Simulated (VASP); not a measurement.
# AlN (P6_3/mmc) in VASP: Born charges and dielectric tensor with LDA

Aim: the Born charges and dielectric tensor of AlN with LDA.

Everything below comes from runs of VASP 6.6.1. Logs are shortened: lines on timing, memory, paths and dates and some standing lists are left out, and cuts for length are marked.

## Step 1: Starting point

It takes space group P6_3/mmc (No. 194, hexagonal). The conventional cell has a = 3.312 Å, b = 3.312 Å, c = 4.188 Å, α = 90.00°, β = 90.00°, γ = 120.00°. Around Al (site symmetry -6m2) lie 5 N at 1.91 to 2.09 Å. N (site symmetry -6m2) is surrounded by 5 Al at 1.91 to 2.09 Å.

Measurements of this composition are mostly on another form, of space group No. 186.

## Step 2: Born charges and dielectric tensor, LDA

File INCAR:

```
PREC = Accurate
ENCUT = 600
EDIFF = 1E-8
ISMEAR = 0
SIGMA = 0.02
LREAL = False
LASPH = True
NELM = 100
ALGO = Normal
ISIF = 2
LWAVE = False
LCHARG = False
GGA = CA
LEPSILON = True
IBRION = 8
NSW = 1
```

File KPOINTS:

```
regular mesh
0
Gamma
  9 9 6
```

File POSCAR:

```
AlN
1.0
    3.3121157400      0.0000000000      0.0000000000
   -1.6560578700      2.8683763700      0.0000000000
    0.0000000000      0.0000000000      4.1875630000
Al N
2 2
Direct
    0.3333333300      0.6666666700      0.7500000000
    0.6666666700      0.3333333300      0.2500000000
    0.3333333300      0.6666666700      0.2500000000
    0.6666666700      0.3333333300      0.7500000000
```

Potentials or basis: VASP PAW LDA potentials, release 64 (Al, N).

Command:

```console
$ cat potpaw_LDA.64/Al/POTCAR potpaw_LDA.64/N/POTCAR > POTCAR
$ mpirun -np 1 vasp_std > vasp.out
```

OUTCAR:

```text
PREC = Accurate
   ENCUT = 600
   EDIFF = 1E-8
   ISMEAR = 0
   LREAL = False
   LASPH = True
   NELM = 100
   ISIF = 2
   GGA = CA
   LEPSILON = True
   IBRION = 8
   NSW = 1

 ion  position               nearest neighbor table
   1  0.333  0.667  0.750-   4 1.91   4 1.91   4 1.91   3 2.09   3 2.09   2 2.84   2 2.84   2 2.84
                             2 2.84   2 2.84   2 2.84
   2  0.667  0.333  0.250-   3 1.91   3 1.91   3 1.91   4 2.09   4 2.09   1 2.84   1 2.84   1 2.84
                             1 2.84   1 2.84   1 2.84
   3  0.333  0.667  0.250-   2 1.91   2 1.91   2 1.91   1 2.09   1 2.09
   4  0.667  0.333  0.750-   1 1.91   1 1.91   1 1.91   2 2.09   2 2.09

  LATTYP: Found a hexagonal cell.
 ALAT       =     3.3121157400
 C/A-ratio  =     1.2643166268

  Lattice vectors:

 A1 = (   3.3121157400,   0.0000000000,   0.0000000000)
 A2 = (  -1.6560578700,   2.8683763700,   0.0000000000)
 A3 = (   0.0000000000,   0.0000000000,   4.1875630000)

Analysis of symmetry for initial positions (statically):
=====================================================================
 Subroutine PRICEL returns:
 Original cell was already a primitive cell.

 Routine SETGRP: Setting up the symmetry group for a
 hexagonal supercell.

 Subroutine GETGRP returns: Found 24 space group operations
 (whereof 12 operations were pure point group operations)
 out of a pool of 24 trial point group operations.

The static configuration has the point symmetry D_3d.
 The point group associated with its full space group is D_6h.

Analysis of symmetry for dynamics (positions and initial velocities):
=====================================================================
 Subroutine PRICEL returns:
 Original cell was already a primitive cell.

 Routine SETGRP: Setting up the symmetry group for a
 hexagonal supercell.

 Subroutine GETGRP returns: Found 24 space group operations
 (whereof 12 operations were pure point group operations)
 out of a pool of 24 trial point group operations.

[... 637 lines left out ...]
    2     0.00000     2.52276     0.00000
    3     0.00000    -0.00000     3.14564
 ion    2
    1     2.52276     0.00000     0.00000
    2     0.00000     2.52276     0.00000
    3    -0.00000    -0.00000     3.14564
 ion    3
    1    -2.52276     0.00000     0.00000
    2     0.00000    -2.52276     0.00000
    3    -0.00000     0.00000    -3.14564
 ion    4
    1    -2.52276     0.00000     0.00000
    2     0.00000    -2.52276     0.00000
    3     0.00000     0.00000    -3.14564

 INTERNAL STRAIN TENSOR FOR ION    4 for displacements in x,y,z  (eV/Angst):
          X           Y           Z          XY          YZ          ZX
  --------------------------------------------------------------------------------
  x     0.00000     0.00000     0.00000    12.62646     0.00000     0.00000
  y    12.62646   -12.62646    -0.00000     0.00000     0.00000     0.00000
  z     0.00000     0.00000     0.00000     0.00000     0.00000     0.00000

 SECOND DERIVATIVES (NOT SYMMETRIZED)
 ------------------------------------
               1X          1Y          1Z          2X          2Y          2Z          3X          3Y          3Z          4X          4Y          4Z
  1X   -16.228883   -0.000000    0.000000    1.512517    0.000000    0.000000    2.366261    0.000000    0.000000   12.350105    0.000000    0.000000
  1Y     0.000000  -16.228883    0.000000    0.000000    1.512517    0.000000    0.000000    2.366261    0.000000    0.000000   12.350105    0.000000
  1Z    -0.000000    0.000000   -7.874803   -0.000000    0.000000    6.774533    0.000000    0.000000   -0.979602    0.000000    0.000000    2.079871
  2X     1.512517    0.000000    0.000000  -16.228883   -0.000000    0.000000   12.350105    0.000000    0.000000    2.366261    0.000000    0.000000
  2Y     0.000000    1.512517    0.000000    0.000000  -16.228883    0.000000    0.000000   12.350105    0.000000    0.000000    2.366261    0.000000
  2Z    -0.000000    0.000000    6.774533   -0.000000    0.000000   -7.874803    0.000000    0.000000    2.079871    0.000000    0.000000   -0.979602
  3X     2.366715    0.000000    0.000000   12.351575    0.000000    0.000000  -17.026928    0.000000    0.000000    2.308638    0.000000    0.000000
  3Y     0.000000    2.366715    0.000000    0.000000   12.351575    0.000000    0.000000  -17.026928    0.000000    0.000000    2.308638    0.000000
  3Z     0.000000   -0.000000   -1.020881    0.000000   -0.000000    2.120689    0.000000    0.000000  -11.249698    0.000000    0.000000   10.149889
  4X    12.351575    0.000000    0.000000    2.366715    0.000000    0.000000    2.308638    0.000000    0.000000  -17.026928    0.000000    0.000000
  4Y     0.000000   12.351575    0.000000    0.000000    2.366715    0.000000    0.000000    2.308638    0.000000    0.000000  -17.026928    0.000000
  4Z     0.000000   -0.000000    2.120689    0.000000   -0.000000   -1.020881    0.000000    0.000000   10.149889    0.000000    0.000000  -11.249698

 Eigenvectors and eigenvalues of the dynamical matrix
 ----------------------------------------------------

   1 f  =   20.066518 THz   126.081648 2PiTHz  669.346977 cm-1    82.988411 meV
             X         Y         Z           dx          dy          dz
     -0.000000  1.912251  3.140672    -0.325674    0.000000   -0.000000
      1.656058  0.956125  1.046891     0.325674   -0.000000   -0.000000
     -0.000000  1.912251  1.046891    -0.627643    0.000000   -0.000000
      1.656058  0.956125  3.140672     0.627643   -0.000000   -0.000000
[... 71 lines left out ...]
  12 f/i=    0.000612 THz     0.003848 2PiTHz    0.020429 cm-1     0.002533 meV
             X         Y         Z           dx          dy          dz
     -0.000000  1.912251  3.140672    -0.566416   -0.091481   -0.000000
      1.656058  0.956125  1.046891    -0.566416   -0.091481   -0.000000
     -0.000000  1.912251  1.046891    -0.407998   -0.065895   -0.000000
      1.656058  0.956125  3.140672    -0.407998   -0.065895   -0.000000

--------------------------------------------------------------------------------------------------------

 MACROSCOPIC STATIC DIELECTRIC TENSOR IONIC CONTRIBUTION
 ------------------------------------------------------
           3.933823    -0.000000     0.000000
          -0.000000     3.933823    -0.000000
           0.000000    -0.000000    81.828237
 ------------------------------------------------------

 ELASTIC MODULI CONTR FROM IONIC RELAXATION (kBar)
 Direction    XX          YY          ZZ          XY          YZ          ZX
 --------------------------------------------------------------------------------
 XX        -725.0608    725.0608      0.0000     -0.0000      0.0000      0.0000
 YY         725.0608   -725.0608     -0.0000      0.0000      0.0000      0.0000
 ZZ           0.0000     -0.0000     -0.0000      0.0000      0.0000      0.0000
 XY          -0.0000      0.0000      0.0000   -725.0608      0.0000      0.0000
 YZ           0.0000      0.0000      0.0000      0.0000      0.0000      0.0000
 ZX           0.0000      0.0000      0.0000      0.0000      0.0000      0.0000
 --------------------------------------------------------------------------------

 PIEZOELECTRIC TENSOR IONIC CONTR  for field in x, y, z        (C/m^2)
          XX          YY          ZZ          XY          YZ          ZX
  --------------------------------------------------------------------------------
  x    -0.00000     0.00000     0.00000    -0.00000     0.00000     0.00000
  y     0.00000    -0.00000     0.00000     0.00000     0.00000     0.00000
  z     0.00000    -0.00000     0.00000    -0.00000     0.00000     0.00000
```

Wall time 5.9 min (1 thread of Intel Xeon Platinum 8375C at 2.90GHz (Ice Lake), shared host); peak memory 0.39 GiB.

What came out:

```
Band gap on the k mesh                                  : 3.29 eV, direct
Electronic dielectric tensor (diagonal)                 : 4.51, 4.51, 4.99
Born charges (mean of the diagonal)                     : Al +2.73; N -2.73 e
Highest phonon frequency at Γ, LO-TO splitting left out : 669 cm⁻¹
```

Levels at points of the mesh, in eV from the valence-band top:
| k point | band 5 | band 6 | band 7 | band 8 | band 9 | band 10 | band 11 | band 12 |
| --- | --- | --- | --- | --- | --- | --- | --- | --- |
| (0.00, 0.00, 0.00) | -3.27 | -1.61 | -1.61 | 0.00 | 3.29 | 4.25 | 8.05 | 8.05 |
| (0.00, 0.00, 0.50) | -2.48 | -2.48 | -2.48 | -2.48 | 5.57 | 5.57 | 8.25 | 8.25 |

Phonon frequencies in cm⁻¹ (negative: imaginary):
```tsv
q point	frequencies
(0.000, 0.000, 0.000)	0 0 0 180 326 326 375 650 659 659 669 669
```

Electronic dielectric tensor:
```
4.51 0.00 0.00
0.00 4.51 0.00
0.00 0.00 4.99
```

Born effective charge tensors (e):
atom 1, Al
```
2.52 0.00 0.00
0.00 2.52 0.00
0.00 0.00 3.15
```
atom 2, Al
```
2.52 0.00 0.00
0.00 2.52 0.00
0.00 0.00 3.15
```
atom 3, N
```
-2.52  0.00  0.00
 0.00 -2.52  0.00
 0.00  0.00 -3.15
```
atom 4, N
```
-2.52  0.00  0.00
 0.00 -2.52  0.00
 0.00  0.00 -3.15
```

Caveat: an odd mesh through Γ misses points on the zone boundary, where band edges often lie. Expect the measured gap to be larger: semilocal functionals such as LDA lack the derivative discontinuity.
